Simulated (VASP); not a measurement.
# SnTe (Fm-3m) in VASP: Born charges with PBEsol

Aim: the Born charges of SnTe with PBEsol.

Program: VASP 6.6.1. These are calculated values, not measurements. Logs are shortened: lines on timing, memory, paths and dates and some standing lists are left out, and cuts for length are marked.

## (1) The crystal as given

It takes space group Fm-3m (No. 225, cubic). Conventional cell: a = 6.302 Å, b = 6.302 Å, c = 6.302 Å, α = 90.00°, β = 90.00°, γ = 90.00°. Te (site symmetry m-3m) has 6 Sn at 3.15 Å as nearest neighbours. Sn (site symmetry m-3m) has 6 Te at 3.15 Å as nearest neighbours.

## (2) Born charges, PBEsol

INCAR reads:

```
SYSTEM = SnTe
ALGO = Fast ; EDIFF = 1E-8
ENCUT = 520 ; GGA = PS
IBRION = 8 ; ISIF = 2
ISMEAR = -1 ; LASPH = .TRUE.
LCHARG = .FALSE. ; LEPSILON = .TRUE.
LREAL = .FALSE. ; LWAVE = .FALSE.
NELM = 100 ; PREC = Accurate
SIGMA = 0.05
```

KPOINTS reads:

```
k-points
0
G
  7 7 7
  0 0 0
```

POSCAR reads:

```
SnTe
1.0
    0.0000000000      3.1508500000      3.1508500000
    3.1508500000      0.0000000000      3.1508500000
    3.1508500000      3.1508500000      0.0000000000
Te Sn
1 1
Direct
    0.5000000000      0.5000000000      0.5000000000
    0.0000000000      0.0000000000      0.0000000000
```

Potentials or basis: VASP PAW PBE potentials, release 64 (Te, Sn_d).

Launch:

```bash
> cat potpaw_PBE.64/Te/POTCAR potpaw_PBE.64/Sn_d/POTCAR > POTCAR
> mpirun -np 1 vasp_std > vasp.out
```

OUTCAR:

```text
SYSTEM = SnTe
   EDIFF = 1E-8
   ENCUT = 520
   GGA = PS
   IBRION = 8
   ISIF = 2
   ISMEAR = -1
   LASPH = .TRUE.
   LEPSILON = .TRUE.
   LREAL = .FALSE.
   NELM = 100
   PREC = Accurate

 ion  position               nearest neighbor table
   1  0.500  0.500  0.500-   2 3.15   2 3.15   2 3.15   2 3.15   2 3.15   2 3.15
   2  0.000  0.000  0.000-   1 3.15   1 3.15   1 3.15   1 3.15   1 3.15   1 3.15

  LATTYP: Found a face centered cubic cell.
 ALAT       =     6.3017000000

  Lattice vectors:

 A1 = (   0.0000000000,   3.1508500000,   3.1508500000)
 A2 = (   3.1508500000,   0.0000000000,   3.1508500000)
 A3 = (   3.1508500000,   3.1508500000,   0.0000000000)

Analysis of symmetry for initial positions (statically):
=====================================================================
 Subroutine PRICEL returns:
 Original cell was already a primitive cell.

 Routine SETGRP: Setting up the symmetry group for a
 face centered cubic supercell.

 Subroutine GETGRP returns: Found 48 space group operations
 (whereof 48 operations were pure point group operations)
 out of a pool of 48 trial point group operations.

The static configuration has the point symmetry O_h .

Analysis of symmetry for dynamics (positions and initial velocities):
=====================================================================
 Subroutine PRICEL returns:
 Original cell was already a primitive cell.

 Routine SETGRP: Setting up the symmetry group for a
 face centered cubic supercell.

 Subroutine GETGRP returns: Found 48 space group operations
 (whereof 48 operations were pure point group operations)
 out of a pool of 48 trial point group operations.

The dynamic configuration has the point symmetry O_h .

 Subroutine INISYM returns: Found 48 space group operations
 (whereof 48 operations are pure point group operations),
 and found     1 'primitive' translations
[... 567 lines left out ...]
     0.02263 -0.00000  0.00000
    -0.00000  0.00515  0.00000
     0.00000  0.00000  0.00515

 MACROSCOPIC STATIC DIELECTRIC TENSOR (including local field effects in DFT)
 ------------------------------------------------------
          65.237216     0.000000    -0.000000
           0.000000    65.237216    -0.000000
           0.000000     0.000000    65.237216
 ------------------------------------------------------

 PIEZOELECTRIC TENSOR (including local field effects)  for field in x, y, z        (e  Angst)
          XX          YY          ZZ          XY          YZ          ZX
  --------------------------------------------------------------------------------
  x     0.00000     0.00000     0.00000     0.00000     0.00000     0.00000
  y     0.00000     0.00000     0.00000     0.00000     0.00000     0.00000
  z     0.00000     0.00000     0.00000     0.00000     0.00000     0.00000

 PIEZOELECTRIC TENSOR (including local field effects)  for field in x, y, z        (C/m^2)
          XX          YY          ZZ          XY          YZ          ZX
  --------------------------------------------------------------------------------
  x     0.00000     0.00000     0.00000     0.00000     0.00000     0.00000
  y     0.00000     0.00000     0.00000     0.00000     0.00000     0.00000
  z     0.00000     0.00000     0.00000     0.00000     0.00000     0.00000

 BORN EFFECTIVE CHARGES (including local field effects) (in |e|, cummulative output)
 ---------------------------------------------------------------------------------
 ion    1
    1    -7.19446     0.00000     0.00000
    2     0.00000    -7.19446     0.00000
    3     0.00000     0.00000    -7.19446
 ion    2
    1     7.19446     0.00000     0.00000
    2     0.00000     7.19446     0.00000
    3     0.00000     0.00000     7.19446

 INTERNAL STRAIN TENSOR FOR ION    2 for displacements in x,y,z  (eV/Angst):
          X           Y           Z          XY          YZ          ZX
  --------------------------------------------------------------------------------
  x     0.00000     0.00000     0.00000     0.00000     0.00000     0.00000
  y     0.00000     0.00000     0.00000     0.00000     0.00000     0.00000
  z     0.00000     0.00000     0.00000     0.00000     0.00000     0.00000

 SECOND DERIVATIVES (NOT SYMMETRIZED)
 ------------------------------------
               1X          1Y          1Z          2X          2Y          2Z
  1X    -0.074280    0.000000    0.000000    0.074280    0.000000    0.000000
  1Y     0.000000   -0.074280    0.000000    0.000000    0.074280    0.000000
  1Z     0.000000    0.000000   -0.074280    0.000000    0.000000    0.074280
  2X     0.068446    0.000000    0.000000   -0.068446    0.000000    0.000000
  2Y     0.000000    0.068446    0.000000    0.000000   -0.068446    0.000000
  2Z     0.000000    0.000000    0.068446    0.000000    0.000000   -0.068446

 Eigenvectors and eigenvalues of the dynamical matrix
 ----------------------------------------------------

   1 f  =    0.532267 THz     3.344335 2PiTHz   17.754528 cm-1     2.201280 meV
             X         Y         Z           dx          dy          dz
      3.150850  3.150850  3.150850     0.000000    0.708798    0.000000
      0.000000  0.000000  0.000000     0.000000   -0.705411    0.000000
[... 21 lines left out ...]
   6 f/i=    0.010884 THz     0.068385 2PiTHz    0.363043 cm-1     0.045012 meV
             X         Y         Z           dx          dy          dz
      3.150850  3.150850  3.150850     0.000000    0.000000   -0.705411
      0.000000  0.000000  0.000000     0.000000    0.000000   -0.708798

--------------------------------------------------------------------------------------------------------

 MACROSCOPIC STATIC DIELECTRIC TENSOR IONIC CONTRIBUTION
 ------------------------------------------------------
        2096.104809     0.000000     0.000000
           0.000000  2096.104809     0.000000
           0.000000     0.000000  2096.104809
 ------------------------------------------------------

 ELASTIC MODULI CONTR FROM IONIC RELAXATION (kBar)
 Direction    XX          YY          ZZ          XY          YZ          ZX
 --------------------------------------------------------------------------------
 XX           0.0000      0.0000      0.0000      0.0000      0.0000      0.0000
 YY           0.0000      0.0000      0.0000      0.0000      0.0000      0.0000
 ZZ           0.0000      0.0000      0.0000      0.0000      0.0000      0.0000
 XY           0.0000      0.0000      0.0000      0.0000      0.0000      0.0000
 YZ           0.0000      0.0000      0.0000      0.0000      0.0000      0.0000
 ZX           0.0000      0.0000      0.0000      0.0000      0.0000      0.0000
 --------------------------------------------------------------------------------

 PIEZOELECTRIC TENSOR IONIC CONTR  for field in x, y, z        (C/m^2)
          XX          YY          ZZ          XY          YZ          ZX
  --------------------------------------------------------------------------------
  x     0.00000     0.00000     0.00000     0.00000     0.00000     0.00000
  y     0.00000     0.00000     0.00000     0.00000     0.00000     0.00000
  z     0.00000     0.00000     0.00000     0.00000     0.00000     0.00000
```

Run time: 3.8 min. Hardware: 1 thread of Intel Xeon 6975P-C (Granite Rapids), shared host; peak memory 0.31 GiB.

Results:

- Highest phonon frequency at Γ, LO-TO splitting left out: 18 cm⁻¹

Levels at points of the mesh, in eV from the Fermi level:
```
           k point  band 7  band 8  band 9  band 10  band 11  band 12  band 13  band 14
(0.00, 0.00, 0.00)   -4.75   -2.17   -2.17    -2.17     3.29     3.29     3.29     4.68
```

Phonon frequencies in cm⁻¹ (negative: imaginary):
| q point | frequencies |
| --- | --- |
| (0.000, 0.000, 0.000) | 0 0 0 18 18 18 |

Caveat: the gap is small at this level, which inflates the dielectric constant; this odd mesh misses L, where the gap lies, so gap, dielectric constants and Born charges aren't listed. Spin-orbit coupling is left out, which matters for the levels of Te.
